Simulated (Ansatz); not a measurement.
# Te2Pt: the cost of one run

Method: DFT PBE+D3(BJ), scalar-relativistic, plane waves, PAW, in Ansatz 0.2.0.

The COD entry's cell or inner coordinates are ideal or old and differ from later refinements, so a difference from it is no clean test against experiment.

6 further runs of the same task are left out: 6 set aside as unsound or not needed.

## (1) The system as given

The structure is trigonal, space group P-3m1 (No. 164). Conventional cell: a = 4.053 Å, b = 4.053 Å, c = 5.091 Å, α = 90.00°, β = 90.00°, γ = 120.00°. Around Te (site symmetry 3m) lie 3 Pt at 2.71 Å. Around Pt (site symmetry -3m) lie 6 Te at 2.71 Å.

Coordinates:

```
Te Pt
1.0
     4.05315    0.00000    0.00000
    -2.02657    3.51013    0.00000
     0.00000    0.00000    5.09117
Te Pt
2 1
Direct
  0.33333 0.66667 0.26707
  0.66667 0.33333 0.73293
  0.00000 0.00000 0.00000
```

This cell was relaxed beforehand with the same method: volume 24.14 Å³/atom, gap on the mesh none (metal).

## (3) The grid

Atoms count from 1 in the order of the input.

The upper layer of a bilayer is slid over the lower one; relaxed at each slide: nothing; the origin of the map has Te4 above Te3; the distance between the facing planes is held at 4.03 Å.

The axes are (1) slide of the upper layer along the first cell vector, from Te4 above Te3: 6 values from 0.000 to 0.833, periodic; (2) slide of the upper layer along the second cell vector, from Te4 above Te3: 6 values from 0.000 to 0.833, periodic.

Nothing else is relaxed. Points are written as (first, second).

The two vectors of the plane (Å): (3.974, 0.000, 0.000); (-1.987, 3.441, 0.000).

(The set-up runs are not shown.)

## (4) Grid point (0/6, 0/6) of the map's two axes

File input.yaml:

```yaml
crystal:
  lattice:
    - [3.9734936749, 0.0, 0.0]
    - [-1.9867468374, 3.4411464642, 0.0]
    - [0.0, 0.0, 23.1334658324]
  atoms:
    - { symbol: Te, position: [0.6666666667, 0.3333333333, 0.1945233815] }
    - { symbol: Pt, position: [0.0, 0.0, 0.2554034273] }
    - { symbol: Te, position: [0.3333333333, 0.6666666667, 0.316283473] }
    - { symbol: Te, position: [0.3333333333, 0.6666666667, 0.490489968] }
    - { symbol: Pt, position: [-0.3333333333, 0.3333333333, 0.5513700138] }
    - { symbol: Te, position: [0.0, 1.0, 0.6122500595] }
basis:
  ecutwfc: 420
kpoints:
  mp_grid: { grid: [9, 9, 1] }
hamiltonian:
  xc: pbe
  pseudopotentials: { kind: paw, azcp: { folder: soft_1 } }
  dispersion: d3bj
scf:
  occupations: { method: gaussian, width: 0.05 }
output:
  forces: true
  eigenvalues: true
efield:
  axis: 3
  dipole_correction: true
  ramp_width: 0.04
```

On the command line:

```bash
ansatz run input.yaml --threads 1 --pin off --max-ram 3072MiB --backend cpu --events-out ev --progress --plain --runs-dir out
```

What time and memory should one allow on 1 thread of Intel Xeon Platinum 8259CL at 2.50GHz (Skylake/Cascade Lake), shared host?

About 23 s, with a peak of 0.59 GiB.
